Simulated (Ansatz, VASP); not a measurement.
## BeS: VASP beside Ansatz

```
CELL_PARAMETERS angstrom
0.00000 2.38562 2.38562
2.38562 0.00000 2.38562
2.38562 2.38562 0.00000
ATOMIC_POSITIONS crystal
Be 0.00000 0.00000 0.00000
S 0.25000 0.25000 0.25000
```

Change from the starting cell: hydrostatic strain -2.0%.

Alike in both runs: task single point; functional PBE; k mesh 10 × 10 × 10; occupations fermi-dirac, width 0.02 eV; no spin polarisation.

|  | VASP | Ansatz |
| --- | --- | --- |
| version | VASP 6.6.1 | Ansatz 0.2.0 |
| potentials or method | VASP PAW PBE potentials, release 64 (Be, S) | plane waves, PAW |
| plane-wave cutoff (eV) | 520 | 420 |
| valence electrons in the cell | 8 | 8 |

```csv
,VASP,Ansatz,Ansatz less VASP
gap on the k mesh at the Fermi level (eV),2.99,2.99,-0.001
pressure (GPa),6.9,6.9,-0.01
```

A k mesh can miss the band edges.
